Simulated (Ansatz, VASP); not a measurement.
## Two plane-wave programs on Pt

Contents of POSCAR:

```
Pt
1.0
    2.7606656200      0.0000000000      0.0000000000
   -1.3803328100      2.3908065500      0.0000000000
    0.0000000000      0.0000000000      4.7921340000
Pt
2
Direct
    0.6666666667      0.3333333333      0.7500000000
    0.3333333333      0.6666666667      0.2500000000
```

File INCAR.step1:

```
SYSTEM = Pt
PREC     = Accurate       ! precision mode
ENCUT    = 520            ! plane-wave cutoff, eV
ISMEAR   = 1              ! smearing method
SIGMA    = 0.3            ! smearing width, eV
LREAL    = .FALSE.        ! projectors in reciprocal space
LASPH    = .TRUE.         ! aspherical terms in the spheres
NELM     = 60             ! most SCF steps
NBANDS   = 17             ! bands
GGA      = PE             ! functional
ALGO     = Normal         ! electronic algorithm
EDIFF    = 1E-4           ! SCF threshold, eV
LWAVE    = .TRUE.         ! write WAVECAR
LCHARG   = .FALSE.        ! write CHGCAR
```

File INCAR.step2:

```
SYSTEM = Pt
PREC     = Accurate       ! precision mode
ENCUT    = 520            ! plane-wave cutoff, eV
EDIFF    = 1E-6           ! SCF threshold, eV
ISMEAR   = 1              ! smearing method
SIGMA    = 0.3            ! smearing width, eV
LREAL    = .FALSE.        ! projectors in reciprocal space
LASPH    = .TRUE.         ! aspherical terms in the spheres
NELM     = 60             ! most SCF steps
ALGO     = Normal         ! electronic algorithm
ISIF     = 2              ! what is computed and relaxed
LWAVE    = .FALSE.        ! write WAVECAR
LCHARG   = .FALSE.        ! write CHGCAR
METAGGA  = R2SCAN         ! meta-GGA
LMIXTAU  = .TRUE.       
NBANDS   = 17             ! bands
ISTART   = 1
```

KPOINTS

```
regular mesh
0
G
  11 11 6
  0 0 0
```

Input for Ansatz:

```yaml
crystal:
  lattice:
    - [2.76066562, 0.0, 0.0]
    - [-1.38033281, 2.39080655, 0.0]
    - [0.0, 0.0, 4.792134]
  atoms:
    - { symbol: Pt, position: [0.6666666666666666, 0.3333333333333333, 0.75] }
    - { symbol: Pt, position: [0.33333333333333337, 0.6666666666666666, 0.25] }
basis:
  ecutwfc: 650.0
kpoints:
  mp_grid:
    grid: [11, 11, 6]
    shift: [0.0, 0.0, 0.0]
hamiltonian:
  xc: r2scan
scf:
  occupations:
    method: methfessel_paxton
    width: 0.3
output:
  forces: true
  stress: true
```

This isn't the form of Pt at room conditions, which is fcc.

Alike in both runs: task single point; functional r2SCAN; k mesh 11 × 11 × 6; occupations methfessel-paxton of order 1, width 0.3 eV; no spin polarisation.

|  | VASP | Ansatz |
| --- | --- | --- |
| version | VASP 6.6.1 | Ansatz 0.2.0 |
| potentials or method | VASP PAW PBE potentials, release 64 (Pt) | plane waves, PAW |
| plane-wave cutoff (eV) | 520 | 650 |
| valence electrons in the cell | 20 | 36 |

|  | VASP | Ansatz | Ansatz less VASP |
| --- | --- | --- | --- |
| pressure (GPa) | -5.7 | -6.3 | -0.56 |
| largest component of the traceless stress (GPa) | 0.02 | 0.19 | +0.168 |

The two sets of potentials don't hold the same shells in valence.

Caveats: the PAW data sets were made with another functional, which shifts forces and pressure a little (VASP). The runs have no spin-orbit coupling, so splittings on Pt are missing.
